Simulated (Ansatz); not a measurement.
# KCl: rattling a relaxed structure

It was reached by relaxing an invented guess, and it needn't be the stable form of this composition.

The calculation used DFT PBE, scalar-relativistic, plane waves, PAW in Ansatz 0.2.0. Plane waves to 420 eV, a k mesh through Γ of 6×6×4 on the computed 4-atom cell and Gaussian smearing (0.02 eV); no spin polarisation.

The cell below (4 atoms, space group P4_2/mmc (No. 131)) is relaxed within its symmetry.

```xyz
4
Lattice="4.5431 0.0000 0.0000 0.0000 4.5431 0.0000 0.0000 0.0000 8.2718" Properties=species:S:1:pos:R:3 pbc="T T T"
K     0.0000    2.2715    0.0000
K     2.2715    0.0000    4.1359
Cl    2.2715    2.2715    2.0679
Cl    2.2715    2.2715    6.2038
```

For the test a repeat of it with 8 atoms (edges 4.54, 4.54, 16.54 Å) was strained at random (σ = 1.5 % a component), the atoms were moved at random (σ = 0.15 Å), and all was relaxed again on a coarse 4×4×1 mesh (in the run’s order of axes) with 0.10 eV smearing, with no symmetry imposed.

Question: What happens?

Answer: It doesn't return. The energy falls by 128 meV/atom on that mesh, the volume changes by -23.9 %, and the end has space group R3m (No. 160) at a loose tolerance. Relaxed again on a 6×6×2 mesh with 0.02 eV smearing, the new structure lies 128 meV/atom below the first (mesh in the axes of the run's cell; the cell below is made exact in the group named). Space group R3m (No. 160), trigonal, a = 4.412 Å, c = 46.398 Å. K on its first site has 6 Cl at 3.20–3.23 Å; around K on its second site lie 6 Cl at 3.20 Å; around K on its third site lie 6 Cl at 3.20 Å; Cl on its first site has 6 K at 3.20–3.23 Å; 4 more sites not described.

```xyz
8
Lattice="2.2060 1.2736 15.4662 -2.2060 1.2736 15.4662 0.0000 -2.5472 15.4662" Properties=species:S:1:pos:R:3 pbc="T T T"
K     0.0000    0.0000   32.7477
K     0.0000    0.0000   24.9696
K     0.0000    0.0000   28.8352
K     0.0000    0.0000   21.1060
Cl    0.0000    0.0000   46.2309
Cl    0.0000    0.0000   38.5015
Cl    0.0000    0.0000   11.4348
Cl    0.0000    0.0000    3.7512
```
